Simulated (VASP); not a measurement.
**Sn (distorted diamond): one PBE single-point calculation in two programs**

```cif
data_structure
_symmetry_space_group_name_H-M 'P 1'
_symmetry_Int_Tables_number 1
_cell_length_a 4.6346
_cell_length_b 4.7095
_cell_length_c 4.7255
_cell_angle_alpha 60.242
_cell_angle_beta 60.198
_cell_angle_gamma 61.550
_cell_volume 74.00
loop_
_atom_site_label
_atom_site_type_symbol
_atom_site_fract_x
_atom_site_fract_y
_atom_site_fract_z
_atom_site_occupancy
Sn1 Sn 0.99820 0.00790 0.01390 1
Sn2 Sn 0.24450 0.26860 0.24730 1
```

Each program uses its own PAW datasets. VASP's cell holds 28 valence electrons and Ansatz's 28. Ansatz's stress includes a Pulay correction; VASP's doesn't.

Cutoffs: 520 eV in VASP, 420 eV in Ansatz. k meshes: 6×6×6 and 6×6×6.

```tsv
	VASP	Ansatz
gap between bands v and c on the k mesh	-0.34 eV (bands overlap: a metal)	-0.34 eV (bands overlap: a metal)
least direct gap on the k mesh	0.30 eV	0.30 eV
pressure	0.0 GPa	0.1 GPa
largest force	0.47 eV/Å	0.47 eV/Å
```

Forces (eV/Å), VASP:

```tsv
atom	Fx	Fy	Fz
Sn	-0.271	-0.382	0.007
Sn	0.271	0.382	-0.007
```

Ansatz:

```
atom      Fx      Fy      Fz
  Sn  -0.272  -0.384   0.008
  Sn   0.272   0.384  -0.008
```
